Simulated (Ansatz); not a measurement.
# Phonons of ZrN in the rocksalt structure

Level of theory: DFT, PBEsol, scalar-relativistic, no spin polarisation; plane waves to 420 eV with PAW datasets (Ansatz 0.2.0), Gaussian smearing of 0.15 eV. The datasets are Ansatz's generated set soft_2.

```cif
data_structure
_symmetry_space_group_name_H-M 'P 1'
_symmetry_Int_Tables_number 1
_cell_length_a 3.2184
_cell_length_b 3.2184
_cell_length_c 3.2184
_cell_angle_alpha 60.000
_cell_angle_beta 60.000
_cell_angle_gamma 60.000
_cell_volume 23.57
loop_
_atom_site_label
_atom_site_type_symbol
_atom_site_fract_x
_atom_site_fract_y
_atom_site_fract_z
_atom_site_occupancy
Zr1 Zr 0.50000 0.50000 0.50000 1
N1 N 0.00000 0.00000 0.00000 1
```

The start was a prototype's sites filled with these elements; the Crystallography Open Database holds the compound in this structure.

Force constants come from finite displacements in a 3×3×3 supercell (the unit cell's 12×12×12 k-mesh, folded to it); the long-range dipole term is not included. Points in reciprocal vectors of this cell: Γ = (0.000, 0.000, 0.000), X = (0.500, 0.000, 0.500), U = (0.625, 0.250, 0.625), K = (0.375, 0.375, 0.750), L = (0.500, 0.500, 0.500), W = (0.500, 0.250, 0.750).

Task: Is the structure dynamically stable along this path, and where does the spectrum end?

Result: Yes: no branch is imaginary beyond numerical noise. The highest frequency is 522 cm⁻¹, at L. Points that don't fit the supercell are interpolated.

Frequencies at the named points (cm⁻¹, imaginary ones negative):
```
point                 ω (cm⁻¹)
    Γ        0 0 0 506 506 506
    X  174 174 206 455 482 482
    U  177 200 220 462 490 503
    K  177 200 220 462 490 503
    L  167 167 257 512 522 522
    W  182 212 212 469 469 513
```

Task: What does the harmonic approximation give for the vibrational free energy, entropy and heat capacity?

Result: Zero-point energy 63.7 meV/atom.
```tsv
T (K)	F_vib (meV/atom)	S (J/K per mole of atoms)	C_V (J/K per mole of atoms)
100	62.7	3.6	7.5
200	54.9	11.5	15.4
300	39.2	18.6	19.6
400	16.7	24.6	21.6
500	-11.4	29.5	22.7
600	-44.2	33.7	23.3
700	-81.1	37.3	23.8
800	-121.5	40.5	24.0
900	-165.0	43.4	24.2
1000	-211.3	45.9	24.3
```

The highest mode, 522 cm⁻¹, is worth 750 K. At 300 K the heat capacity has reached 78 % of the classical limit 3R = 24.9 J/K per mole of atoms, since the stiffer modes are still partly frozen out.

The crystal is a metal or nearly so; low and unstable modes depend on mesh and smearing.

It ran for 3.2 min on 4 threads of Arm Neoverse V1, with other jobs on the host, peak memory 4.4 GiB.

The cell is a metal with an odd number of electrons, and spin polarisation wasn't tried.
